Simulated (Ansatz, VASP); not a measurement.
# Cross-check of GaSb between VASP and Ansatz, part 2 of 2

One calculation is typed for both programs; each brings its own data sets and cutoff. How far apart do they land? The cell is taken from a series of VASP runs on this material, whose earlier steps may have relaxed, scaled or displaced it; both programs get it as it stands.

VASP 6.6.1 and Ansatz 0.2.0.

So far: Set-up; Ansatz: relaxation of cell and atoms, r2SCAN with rVV10.

**3. VASP: relaxation of cell and atoms, r2SCAN with rVV10**

Level of this step: r2SCAN with rVV10; plane waves and PAW (Sb, Ga_d) (VASP).

The same cell, functional, mesh and smearing now go to VASP, with its own data sets and cutoff.

Lines of VASP's logs that name or quote its potential files are left out, and so is its time.

Input file INCAR:

```
SYSTEM = GaSb
PREC = Accurate
ENCUT = 450
EDIFF = 1E-07
NELM = 100
ISMEAR = 1
SIGMA = 0.15
LREAL = .FALSE.
ALGO = Normal
METAGGA = R2SCAN
LUSE_VDW = .TRUE.
IVDW_NL = 2
BPARAM = 11.95
CPARAM = 0.0093
LASPH = .TRUE.
NBANDS = 15
LORBIT = 11
LWAVE = .FALSE.
LCHARG = .FALSE.
KPAR = 4
IBRION = 2
NSW = 50
ISIF = 3
EDIFFG = -0.002
```

Input file POSCAR:

```
GaSb
1.0
    0.0000000000      3.0590000000      3.0590000000
    3.0590000000      0.0000000000      3.0590000000
    3.0590000000      3.0590000000      0.0000000000
Sb Ga
1 1
Direct
    0.7500000000      0.7500000000      0.7500000000
    0.0000000000      0.0000000000      0.0000000000
```

Input file KPOINTS:

```
Automatic mesh
0
Gamma
12 12 12
0 0 0
```

The projector-augmented-wave data sets are Sb and Ga_d (PBE family, release 64).

Command:

```console
$ mpirun -np 4 vasp_std
```

Numbers of over 12 decimals in the logs are rounded to 6 here.

The program printed:

```text
[banner, memory and clock lines left out]
running    4 mpi-ranks, on    1 nodes
 distrk:  each k-point on    1 cores,    4 groups
 distr:  one band on    1 cores,    1 groups

 POSCAR found type information on POSCAR SbGa
 POSCAR found :  2 types and       2 ions
|                                                                             |
|               ----> ADVICE to this user running VASP <----                  |
|                                                                             |
|     You have switched on vdW-DFT.                                           |
|     This routine was written and supplied by Jiri Klimes. We recommend      |
|     that you carefully read and cite the following publications:            |
|       J. Klimes, D.R. Bowler, A. Michelides                                 |
|          J. Phys.: Cond Matt. 22 022201 (2010)                              |
|       J. Klimes, D.R. Bowler, A. Michelides                                 |
|          Phys. Rev. B. 83, 195131 (2011)                                    |
|     and references therein.                                                 |
|                                                                             |

|                                                                             |
|               ----> ADVICE to this user running VASP <----                  |
|                                                                             |
|     You enforced a specific xc type in the INCAR file but a different       |
|     [... a line on the potential file left out ...]
|     I HOPE YOU KNOW WHAT YOU ARE DOING!                                     |
|                                                                             |

 LDA part: xc-table for (None), standard interpolation
 POSCAR, INCAR and KPOINTS ok, starting setup
 FFT: planning ... GRIDC
 FFT: planning ... GRID_SOFT
 FFT: planning ... GRID
 WAVECAR not read
 entering main loop
       N       E                     dE             d eps       ncg     rms          rms(c)
Total rVV10 correction in eV:      0.6020141    23.6219133
Total rVV10 correction in eV:      0.6020141    23.6219133
Total rVV10 correction in eV:      0.6020141    23.6219133
Total rVV10 correction in eV:      0.6020141    23.6219133
DAV:   1     0.496891406899E+02    0.49689E+02   -0.83552E+03  2168   0.139E+03
DAV:   2    -0.326546302767E+02   -0.82344E+02   -0.79367E+02  2531   0.297E+02
DAV:   3    -0.387154285686E+02   -0.60608E+01   -0.60476E+01  2517   0.669E+01
DAV:   4    -0.388198735087E+02   -0.10444E+00   -0.10443E+00  2667   0.101E+01
DAV:   5    -0.388222412100E+02   -0.23677E-02   -0.23677E-02  2744   0.134E+00    0.293E+00
Total rVV10 correction in eV:      0.6055116    23.6219136
Total rVV10 correction in eV:      0.6055116    23.6219136
Total rVV10 correction in eV:      0.6055116    23.6219136
Total rVV10 correction in eV:      0.6055116    23.6219136
DAV:   6    -0.369860641640E+02    0.18362E+01   -0.34160E-01  2419   0.911E+00    0.202E+00
Total rVV10 correction in eV:      0.6159198    23.6219136
Total rVV10 correction in eV:      0.6159198    23.6219136
Total rVV10 correction in eV:      0.6159198    23.6219136
Total rVV10 correction in eV:      0.6159198    23.6219136
DAV:   7    -0.369837621905E+02    0.23020E-02   -0.71887E-02  2461   0.310E+00    0.551E-01
Total rVV10 correction in eV:      0.6194987    23.6219136
Total rVV10 correction in eV:      0.6194987    23.6219136
Total rVV10 correction in eV:      0.6194987    23.6219136
Total rVV10 correction in eV:      0.6194987    23.6219136
DAV:   8    -0.369844512879E+02   -0.68910E-03   -0.61306E-03  2749   0.970E-01    0.172E-01
Total rVV10 correction in eV:      0.6195708    23.6219136
Total rVV10 correction in eV:      0.6195708    23.6219136
Total rVV10 correction in eV:      0.6195708    23.6219136
Total rVV10 correction in eV:      0.6195708    23.6219136
DAV:   9    -0.369841703631E+02    0.28092E-03   -0.54726E-03  2706   0.122E+00    0.620E-02
Total rVV10 correction in eV:      0.6197134    23.6219136
Total rVV10 correction in eV:      0.6197134    23.6219136
Total rVV10 correction in eV:      0.6197134    23.6219136
Total rVV10 correction in eV:      0.6197134    23.6219136
DAV:  10    -0.369839739652E+02    0.19640E-03   -0.50356E-04  2790   0.383E-01    0.256E-02
Total rVV10 correction in eV:      0.6198387    23.6219136
Total rVV10 correction in eV:      0.6198387    23.6219136
Total rVV10 correction in eV:      0.6198387    23.6219136
Total rVV10 correction in eV:      0.6198387    23.6219136
DAV:  11    -0.369839556231E+02    0.18342E-04   -0.62728E-05  2860   0.125E-01    0.113E-02
Total rVV10 correction in eV:      0.6199787    23.6219136
[...]
Total rVV10 correction in eV:      0.6200177    23.6219136
Total rVV10 correction in eV:      0.6200176    23.6219136
Total rVV10 correction in eV:      0.6200176    23.6219136
Total rVV10 correction in eV:      0.6200176    23.6219136
Total rVV10 correction in eV:      0.6200176    23.6219136
   1 F= -.36983950E+02 E0= -.36984030E+02  d E =-.369840E+02
[...]
2 F= -.36984101E+02 E0= -.36984180E+02  d E =-.150437E-03
[...]
3 F= -.36984118E+02 E0= -.36984197E+02  d E =-.167109E-03
 curvature:  -0.33 expect dE=-0.186E-05 dE for cont linesearch -0.186E-05
 ZBRENT: interpolating
 opt :   0.6860  next Energy=   -36.984119 (dE=-0.169E-03)
 bond charge predicted
       N       E                     dE             d eps       ncg     rms          rms(c)
Total rVV10 correction in eV:      0.6190775    23.6219133
Total rVV10 correction in eV:      0.6190775    23.6219133
Total rVV10 correction in eV:      0.6190775    23.6219133
Total rVV10 correction in eV:      0.6190775    23.6219133
DAV:   1    -0.369841476497E+02   -0.30038E-04   -0.35903E-04  2720   0.320E-01    0.306E-02
Total rVV10 correction in eV:      0.6191245    23.6219133
Total rVV10 correction in eV:      0.6191245    23.6219133
Total rVV10 correction in eV:      0.6191245    23.6219133
Total rVV10 correction in eV:      0.6191245    23.6219133
DAV:   2    -0.369841232775E+02    0.24372E-04   -0.36453E-05  2678   0.114E-01    0.144E-02
Total rVV10 correction in eV:      0.6191631    23.6219133
Total rVV10 correction in eV:      0.6191631    23.6219133
Total rVV10 correction in eV:      0.6191631    23.6219133
Total rVV10 correction in eV:      0.6191631    23.6219133
DAV:   3    -0.369841160784E+02    0.71991E-05   -0.64027E-06  2755   0.448E-02    0.306E-03
Total rVV10 correction in eV:      0.6191760    23.6219133
Total rVV10 correction in eV:      0.6191760    23.6219133
Total rVV10 correction in eV:      0.6191760    23.6219133
Total rVV10 correction in eV:      0.6191760    23.6219133
DAV:   4    -0.369841157342E+02    0.34421E-06   -0.91427E-07  2602   0.139E-02    0.436E-04
Total rVV10 correction in eV:      0.6191766    23.6219133
Total rVV10 correction in eV:      0.6191766    23.6219133
Total rVV10 correction in eV:      0.6191766    23.6219133
Total rVV10 correction in eV:      0.6191766    23.6219133
DAV:   5    -0.369841159222E+02   -0.18797E-06   -0.30096E-08  1220   0.216E-03    0.342E-04
Total rVV10 correction in eV:      0.6191788    23.6219133
Total rVV10 correction in eV:      0.6191788    23.6219133
Total rVV10 correction in eV:      0.6191788    23.6219133
Total rVV10 correction in eV:      0.6191788    23.6219133
DAV:   6    -0.369841163018E+02   -0.37968E-06   -0.15756E-08  1164   0.155E-03    0.112E-04
Total rVV10 correction in eV:      0.6191792    23.6219133
Total rVV10 correction in eV:      0.6191792    23.6219133
Total rVV10 correction in eV:      0.6191792    23.6219133
Total rVV10 correction in eV:      0.6191792    23.6219133
DAV:   7    -0.369841162812E+02    0.20639E-07   -0.21362E-09  1129   0.506E-04
Total rVV10 correction in eV:      0.6191796    23.6219133
Total rVV10 correction in eV:      0.6191796    23.6219133
Total rVV10 correction in eV:      0.6191796    23.6219133
Total rVV10 correction in eV:      0.6191796    23.6219133
Total rVV10 correction in eV:      0.6191796    23.6219133
Total rVV10 correction in eV:      0.6191796    23.6219133
Total rVV10 correction in eV:      0.6191796    23.6219133
Total rVV10 correction in eV:      0.6191796    23.6219133
   4 F= -.36984116E+02 E0= -.36984196E+02  d E =-.165821E-03
 curvature:  -0.34 expect dE=-0.417E-08 dE for cont linesearch -0.417E-08
 trial: gam=-0.00548 g(F)=  0.896E-43 g(S)=  0.121E-07 ort = 0.221E-05 (trialstep = 0.937E+00)
 search vector abs. value=  0.100E-09
 reached required accuracy - stopping structural energy minimisation
```

Parts of OUTCAR (step 3):

```text
ion  position               nearest neighbor table
   1  0.750  0.750  0.750-   2 2.65   2 2.65   2 2.65   2 2.65
   2  0.000  0.000  0.000-   1 2.65   1 2.65   1 2.65   1 2.65

  LATTYP: Found a face centered cubic cell.
 ALAT       =     6.1180000000

 Subroutine GETGRP returns: Found 24 space group operations
 (whereof 24 operations were pure point group operations)

The static configuration has the point symmetry T_d .

 Found     72 irreducible k-points:

   k-points           NKPTS =     72   k-points in BZ     NKDIM =     72   number of bands    NBANDS=     15

   dimension x,y,z NGX =    30 NGY =   30 NGZ =   30
   dimension x,y,z NGXF=    60 NGYF=   60 NGZF=   60

   ENCUT  =  450.0 eV  33.07 Ry    5.75 a.u.   7.48  7.48  7.48*2*pi/ulx,y,z

   NELECT =      18.0000    total number of electrons

 k-points in reciprocal lattice and weights: Automatic mesh
   0.00000000  0.00000000  0.00000000       0.001
   0.08333333  0.00000000  0.00000000       0.005
   0.16666667  0.00000000  0.00000000       0.005
   0.25000000  0.00000000  0.00000000       0.005
   0.33333333  0.00000000  0.00000000       0.005
   0.41666667  0.00000000  0.00000000       0.005
   0.50000000  0.00000000  0.00000000       0.002
   0.08333333  0.08333333  0.00000000       0.003
   0.16666667  0.08333333  0.00000000       0.014
[...]
-0.33333333  0.50000000  0.16666667       0.007
  -0.25000000  0.50000000  0.25000000       0.003

 average (electrostatic) potential at core
       1 -92.7579       2 -70.5008

 E-fermi :   4.7468

 k-point     1 :       0.0000    0.0000    0.0000
  band No.  band energies     occupation
    ...
      5     -10.7204      2.00000
      6      -7.2545      2.00000
      7       4.7126      1.37419
      8       4.7127      1.37389
      9       4.7127      1.37389
     10       5.1888     -0.00025
     11       7.6775     -0.00000
     12       7.6776     -0.00000
     13       7.6776     -0.00000
     14      10.9620      0.00000
    ...

 k-point     2 :       0.0833    0.0000    0.0000
  band No.  band energies     occupation
    ...
      5     -10.7205      2.00000
      6      -7.1784      2.00000
      7       3.4941      2.00000
      8       4.5822      2.06495
      9       4.5823      2.06493
     10       5.9229     -0.00000
     11       7.8567      0.00000
     12       7.8568      0.00000
     13       7.9831      0.00000
     14      11.3745      0.00000
    ...

 k-point     3 :       0.1667    0.0000    0.0000
  band No.  band energies     occupation
    ...
      5     -10.7207      2.00000
      6      -6.9546      2.00000
      7       2.0035      2.00000
      8       4.2870      2.00013
      9       4.2871      2.00013
     10       6.0161     -0.00000
     11       8.2507      0.00000
     12       8.2508      0.00000
     13       9.0116      0.00000
     14      12.2171      0.00000
    ...

  Total       -0.0004097     -0.0004097     -0.0004097     -0.0000000     -0.0000000     -0.0000000
  in kB       -0.0115089     -0.0115089     -0.0115089     -0.0000000     -0.0000000     -0.0000000
  external PRESSURE =      -0.0115089 kB  Pullay stress =       0.0000000 kB

  energy-cutoff  :      450.00
  volume of cell :       57.04
      direct lattice vectors                 reciprocal lattice vectors
     0.000000000  3.055233672  3.055233672    -0.163653603  0.163653603  0.163653603
     3.055233672  0.000000000  3.055233672     0.163653603 -0.163653603  0.163653603
     3.055233672  3.055233672 -0.000000000     0.163653603  0.163653603 -0.163653603

 POSITION                                       TOTAL-FORCE (eV/Angst)
 -----------------------------------------------------------------------------------
      4.58285      4.58285      4.58285        -0.000000     -0.000000     -0.000000
      0.00000      0.00000      0.00000         0.000000      0.000000      0.000000
 -----------------------------------------------------------------------------------
    total drift:                                0.000011      0.000011      0.000011

  FREE ENERGIE OF THE ION-ELECTRON SYSTEM (eV)
  ---------------------------------------------------
  free  energy   TOTEN  =       -36.9841162812 eV

  energy  without entropy=      -36.9843542647  energy(sigma->0) =      -36.98419561

 reached required accuracy - stopping structural energy minimisation

 total charge
# of ion       s       p       d       tot
------------------------------------------
    1        1.104   1.356   0.029   2.488
    2        0.874   0.771   9.965  11.609
--------------------------------------------------
tot          1.977   2.126   9.994  14.098

[... 3 further parts left out ...]
```

Methfessel-Paxton smearing is not meant for a cell with a gap. The run keeps the 24 symmetry operations of its start, so it cannot find a distortion of lower symmetry.

**4. Differences**

Known differences besides the potentials themselves: VASP keeps PBE cores, Ansatz makes them for the functional; both relaxations stop at a tolerance, which leaves soft axes loose, and VASP keeps its plane-wave basis; the data sets hold 28 valence electrons in Ansatz (default PAW (the set named soft_2) files) and 18 in VASP; the cutoff is 500 eV in Ansatz and 450 eV in VASP; Ansatz adds a Pulay correction to the stress that steers its cell, VASP none. Total energies have different zeros and are not compared.

The two programs side by side:

```tsv
quantity	Ansatz	VASP	difference
volume (Å³)	56.88	57.04	-0.28 %
edge a after relaxation, in the typed setting (Å)	4.317	4.321	-0.09 %
```

The walks stopped with 0.00 GPa left in Ansatz and 0.00 GPa in VASP; each walk ends within a tolerance, so the volume difference is uncertain by about these residues over the bulk modulus, most in soft cells.

**5. Outcome**

- difference in volume (relaxation of cell and atoms, r2SCAN with rVV10): -0.28 %

In words: The difference in volume is -0.28 % (relaxation of cell and atoms, r2SCAN with rVV10), within the 1.2 % picked in this series as the mark of a large difference, as far as the stopping tolerances let one tell. How closely two codes agree says nothing of how well the functional describes the real material.

[Lines on the potential files, build, host, timing and source positions are cut from VASP's logs without a mark.]

[Logs are printed without paths, hosts, clocks, repeated set-up lines and the standing remarks that a program may print on its own settings, such as how far it seeks lower states.]

[Hosts, paths, dates, database ids (printed as entryN), source tags and the programs' standing remarks are cut or masked in the printed files.]
